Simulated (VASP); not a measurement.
# CdSiP2 (I-42d) in VASP: single point with PBE+D3(BJ)

Aim: the single point of CdSiP2 with PBE+D3(BJ).

Everything below comes from runs of VASP 6.6.1. Logs are shortened: lines on timing, memory, paths and dates and some standing lists are left out, and cuts for length are marked.

**Measured values to compare with.**

“Uncovering a Vital Band Gap Mechanism of Pnictides”, 2022, pmc:9109059 quotes, for a bulk crystal of CdSiP2: band gap 2.15 eV.

How close the calculation comes is told below.

### 1 The structure

Symmetry: I-42d, No. 122, tetragonal system. Conventional cell: a = 5.662 Å, b = 5.662 Å, c = 10.429 Å, α = 90.00°, β = 90.00°, γ = 90.00°. Around Cd (site symmetry -4) lie 4 P at 2.55 Å. Si (site symmetry -4) is surrounded by 4 P at 2.25 Å. P (site symmetry 2) is surrounded by 2 Si at 2.25 Å and 2 Cd at 2.55 Å.

The cell is a database's computed one.

### 2 Single point, PBE+D3(BJ)

Input file INCAR:

```
ALGO     = Fast           # electronic algorithm
EDIFF    = 1E-6           # SCF threshold, eV
ENCUT    = 520            # plane-wave cutoff, eV
GGA      = PE             # functional
ISIF     = 2              # what is computed and relaxed
ISMEAR   = 0              # smearing method
IVDW     = 12             # dispersion correction
LASPH    = T              # aspherical terms in the spheres
LCHARG   = T              # write CHGCAR
LELF     = T              # ELF
LREAL    = F              # projectors in reciprocal space
LVHAR    = T            
LWAVE    = F              # write WAVECAR
NBANDS   = 36             # bands
NELM     = 100            # most SCF steps
PREC     = Accurate       # precision mode
SIGMA    = 0.02           # smearing width, eV
```

Input file KPOINTS:

```
k-points
0
Gamma
  8 8 8
```

Input file POSCAR:

```
CdSiP2
1.0
   -2.8312354944      2.8312354944      5.2143681098
    2.8312354944     -2.8312354944      5.2143681098
    2.8312354944      2.8312354944     -5.2143681098
Cd Si P
2 2 4
Direct
    0.7500000000      0.2500000000      0.5000000000
    0.0000000000      0.0000000000      0.0000000000
    0.5000000000      0.5000000000      0.0000000000
    0.2500000000      0.7500000000      0.5000000000
    0.8750000000      0.8302998728      0.4552998728
    0.1697001272      0.6250000000      0.0447001272
    0.3750000000      0.4197001272      0.5447001272
    0.5802998728      0.1250000000      0.9552998728
```

Potentials or basis: VASP PAW PBE potentials, release 64 (Cd, Si, P).

On the command line:

```bash
> cat potpaw_PBE.64/Cd/POTCAR potpaw_PBE.64/Si/POTCAR potpaw_PBE.64/P/POTCAR > POTCAR
> mpirun -np 1 vasp_std > vasp.out
```

OUTCAR:

```text
EDIFF = 1E-6
   ENCUT = 520
   GGA = PE
   ISIF = 2
   ISMEAR = 0
   IVDW = 12
   LASPH = T
   LREAL = F
   NELM = 100
   PREC = Accurate
 IVDW          = 12

 ion  position               nearest neighbor table
   1  0.750  0.250  0.500-   6 2.55   5 2.55   7 2.55   8 2.55
   2  0.000  0.000  0.000-   7 2.55   6 2.55   8 2.55   5 2.55
   3  0.500  0.500  0.000-   5 2.25   6 2.25   7 2.25   8 2.25
   4  0.250  0.750  0.500-   5 2.25   6 2.25   7 2.25   8 2.25
   5  0.875  0.830  0.455-   3 2.25   4 2.25   2 2.55   1 2.55
   6  0.170  0.625  0.045-   3 2.25   4 2.25   2 2.55   1 2.55
   7  0.375  0.420  0.545-   3 2.25   4 2.25   1 2.55   2 2.55
   8  0.580  0.125  0.955-   3 2.25   4 2.25   1 2.55   2 2.55

  LATTYP: Found a body centered tetragonal cell.
 ALAT       =     5.6624709888
 C/A-ratio  =     1.8417288566

  Lattice vectors:

 A1 = (  -2.8312354944,   2.8312354944,   5.2143681098)
 A2 = (   2.8312354944,  -2.8312354944,   5.2143681098)
 A3 = (   2.8312354944,   2.8312354944,  -5.2143681098)

Analysis of symmetry for initial positions (statically):
=====================================================================
 Subroutine PRICEL returns:
 Original cell was already a primitive cell.

 Routine SETGRP: Setting up the symmetry group for a
 body centered tetragonal supercell.

 Subroutine GETGRP returns: Found  8 space group operations
 (whereof  4 operations were pure point group operations)
 out of a pool of 16 trial point group operations.

The static configuration has the point symmetry S_4 .
 The point group associated with its full space group is D_2d.

Analysis of symmetry for dynamics (positions and initial velocities):
=====================================================================
 Subroutine PRICEL returns:
 Original cell was already a primitive cell.

 Routine SETGRP: Setting up the symmetry group for a
 body centered tetragonal supercell.

 Subroutine GETGRP returns: Found  8 space group operations
 (whereof  4 operations were pure point group operations)
 out of a pool of 16 trial point group operations.

The dynamic configuration has the point symmetry S_4 .
 The point group associated with its full space group is D_2d.

 Subroutine INISYM returns: Found  8 space group operations
 (whereof  4 operations are pure point group operations),
 and found     1 'primitive' translations

----------------------------------------------------------------------------------------
[... 113 lines left out ...]
   POTIM  = 0.5000    time-step for ionic-motion
   TEBEG  =    0.0;   TEEND  =   0.0 temperature during run
   PSTRESS=    0.0 pullay stress
   NELECT =      52.0000    total number of electrons
   NUPDOWN=      -1.0000    fix difference up-down
   EMIN   =  10.00;   EMAX   =-10.00  energy-range for DOS
   EFERMI =   0.00;   METHOD = LEGACY
   ISMEAR =     0;   SIGMA  =   0.02  broadening in eV -4-tet -1-fermi 0-gaus
   EFERMI_NEDOS =   21; number of points for ismear=-14 and -15
   IALGO  =     68    algorithm
   IMIX   =      4    mixing-type and parameters
     AMIX     =   0.40;   BMIX     =  1.00
     AMIX_MAG =   1.60;   BMIX_MAG =  1.00
  volume/ion in A,a.u.               =      20.90       141.03
  Fermi-wavevector in a.u.,A,eV,Ry     =   1.109187  2.096059 16.739187  1.230296
  Thomas-Fermi vector in A             =   2.245723
   LORBIT       =      0    0 simple, 1 ext, 2 COOP (PROOUT), +10 PAW based schemes
   GGA     = PE    functional components
   LHFCALC =     F    Hartree Fock is set to
   AEXX    =    0.0000 exact exchange contribution
   IVDW    =    12    specifies the selected vdW correction
   LEPSILON=     F    determine dielectric tensor
   LRPA    =     F    only Hartree local field effects (RPA)
 non-spin polarized calculation
 RMM-DIIS sequential band-by-band and
 Gauss-broadening in eV      SIGMA  =   0.02
  energy-cutoff  :      520.00
  volume of cell :      167.19
 maximum number of plane-waves:      4547
 NGX is ok and might be reduce to    50
   NGX = 25   NGY = 25   NGZ = 25

 number of electron      51.9999999 magnetization

 Free energy of the ion-electron system (eV)
  ---------------------------------------------------
  ext. energy  EPLUGINS =         0.00000000
  ---------------------------------------------------
  free energy    TOTEN  =       -35.52913018 eV

  energy without entropy =      -35.52913018  energy(sigma->0) =      -35.52913018

 E-fermi :   4.2515     XC(G=0):  -9.6853

 val. band max:        4.1638217777   @ k =   0.0000   0.0000   0.0000
 cond. band min:       5.4870264591   @ k =   0.0000   0.0000   0.0000
 fundamental gap:      1.3232046814
 Fermi energy:         4.2515377559

 k-point     1 :       0.0000    0.0000    0.0000
  band No.  band energies     occupation
      1      -8.6120      2.00000
      2      -6.0829      2.00000
      3      -6.0806      2.00000
      4      -6.0806      2.00000
      5      -4.6126      2.00000
      6      -4.0434      2.00000
[... 925 lines left out ...]
     35       9.2234      0.00000
     36       9.8269      0.00000

 [... further k-points ...]

------------------------ aborting loop because EDIFF is reached ----------------------------------------

 Edisp (eV)   -2.83442

 E8    (eV) :    -1.1532

  FORCE on cell =-STRESS in cart. coord.  units (eV):
  Direction    XX          YY          ZZ          XY          YZ          ZX
  --------------------------------------------------------------------------------------
  -------------------------------------------------------------------------------------
  Total       0.06510     0.06510     0.06104     0.00000     0.00000     0.00000
  in kB       0.62387     0.62387     0.58495     0.00000     0.00000     0.00000
  external pressure =        0.61 kB  Pullay stress =        0.00 kB

 VOLUME and BASIS-vectors are now :
 -----------------------------------------------------------------------------
  energy-cutoff  :      520.00
  volume of cell :      167.19
      direct lattice vectors                 reciprocal lattice vectors
    -2.831235494  2.831235494  5.214368110     0.000000000  0.176601346  0.095888896
     2.831235494 -2.831235494  5.214368110     0.176601346  0.000000000  0.095888896
     2.831235494  2.831235494 -5.214368110     0.176601346  0.176601346  0.000000000

 POSITION                                       TOTAL-FORCE (eV/Angst)
 -----------------------------------------------------------------------------------
     -0.00000      2.83124      2.60718         0.000000      0.000000      0.000000
      0.00000      0.00000      0.00000         0.000000      0.000000     -0.000000
      0.00000      0.00000      5.21437         0.000000      0.000000      0.000000
      2.83124     -0.00000      2.60718         0.000000      0.000000      0.000000
      1.16250      1.41562      6.51796        -0.052653      0.000000     -0.000000
      1.41562     -1.16250      3.91078         0.000000      0.052653      0.000000
      1.66873      1.41562      1.30359         0.052653      0.000000      0.000000
      1.41562      3.99374     -1.30359         0.000000     -0.052653     -0.000000
 -----------------------------------------------------------------------------------
    total drift:                               -0.000003     -0.000003     -0.000002

  FREE ENERGIE OF THE ION-ELECTRON SYSTEM (eV)
  ---------------------------------------------------
  free  energy   TOTEN  =       -38.3635513847 eV

  energy  without entropy=      -38.3635513847  energy(sigma->0) =      -38.36355138
```

stdout:

```text
POSCAR found type information on POSCAR CdSiP
 POSCAR found :  3 types and       8 ions
 scaLAPACK will be used
 LDA part: xc-table for (Slater+PW92), standard interpolation
 POSCAR, INCAR and KPOINTS ok, starting setup
 FFT: planning ... GRIDC
 FFT: planning ... GRID_SOFT
 FFT: planning ... GRID
 WAVECAR not read
 entering main loop
```

It took 6.4 min on 1 thread of Intel Xeon Platinum 8488C (Sapphire Rapids), shared host; peak memory 0.55 GiB.

Results:

- Free energy: -38.3636 eV
- Pressure: 0.1 GPa
- Largest force: 0.053 eV/Å
- Band gap on the k mesh: 1.32 eV, direct
- Dispersion energy per atom: -0.354 eV

Forces on the atoms (eV/Å):
```
Cd   0.000  0.000  0.000
Cd   0.000  0.000  0.000
Si   0.000  0.000  0.000
Si   0.000  0.000  0.000
P   -0.053  0.000  0.000
P    0.000  0.053  0.000
P    0.053  0.000  0.000
P    0.000 -0.053  0.000
```

Levels at points of the mesh, in eV from the valence-band top:
| k point | band 24 | band 25 | band 26 | band 27 | band 28 | band 29 |
| --- | --- | --- | --- | --- | --- | --- |
| (0.00, 0.00, 0.00) | -0.27 | -0.27 | 0.00 | 1.32 | 1.96 | 2.06 |
| (0.50, 0.00, 0.00) | -1.61 | -0.92 | -0.55 | 2.48 | 2.84 | 2.95 |
| (0.50, 0.50, 0.00) | -0.92 | -0.46 | -0.46 | 1.92 | 1.92 | 2.99 |
| (0.50, 0.50, 0.50) | -1.85 | -0.79 | -0.79 | 1.94 | 1.94 | 1.99 |

### 3 How close it comes

Step 2. A measured gap of CdSiP2 is 2.15 eV (quoted in “Uncovering a Vital Band Gap Mechanism of Pnictides”, 2022, pmc:9109059); the calculated 1.32 eV misses it by -0.83 eV. Spin-orbit coupling on Cd is left out. The value is that of PBE+D3(BJ) on a finite k mesh, which can miss the band edges, without temperature or zero-point motion. Semilocal functionals fall short of measured gaps as a rule. The cell is a database's relaxed one, not the measured one, which moves gaps too.
